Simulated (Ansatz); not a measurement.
Starting structure of a cell relaxation (symmetry kept):

```xyz
2
Lattice="3.9800 0.0000 0.0000 -1.9900 3.4468 0.0000 0.0000 0.0000 6.5200" Properties=species:S:1:pos:R:3 pbc="T T T"
Ca    0.0000    2.2979    1.6300
Ca    1.9900    1.1489    4.8900
```

Computed with DFT PBE, scalar-relativistic, plane waves, PAW (Ansatz 0.2.0).

Cutoff 420 eV; k points 12×12×8 on the computed 2-atom cell (Γ-centred); Gaussian smearing, width 0.10 eV; no spin polarisation.

Question: What does it relax to?

Answer: The volume falls by 2.35 Å³/atom to 42.38 Å³/atom, and the energy falls by 6.5 meV/atom. Final structure:
```cif
data_structure
_symmetry_space_group_name_H-M 'P6_3/mmc'
_symmetry_Int_Tables_number 194
_cell_length_a 3.9054
_cell_length_b 3.9054
_cell_length_c 6.4163
_cell_angle_alpha 90.000
_cell_angle_beta 90.000
_cell_angle_gamma 120.000
_cell_volume 84.75
loop_
_atom_site_label
_atom_site_type_symbol
_atom_site_symmetry_multiplicity
_atom_site_Wyckoff_symbol
_atom_site_fract_x
_atom_site_fract_y
_atom_site_fract_z
_atom_site_occupancy
Ca1 Ca 2 c 0.33333 0.66667 0.25000 1
```

This form isn't the element's structure at ambient conditions.

Cost: 1 run of about 0.48 core-minutes, on Arm Neoverse V2 (shared hosts).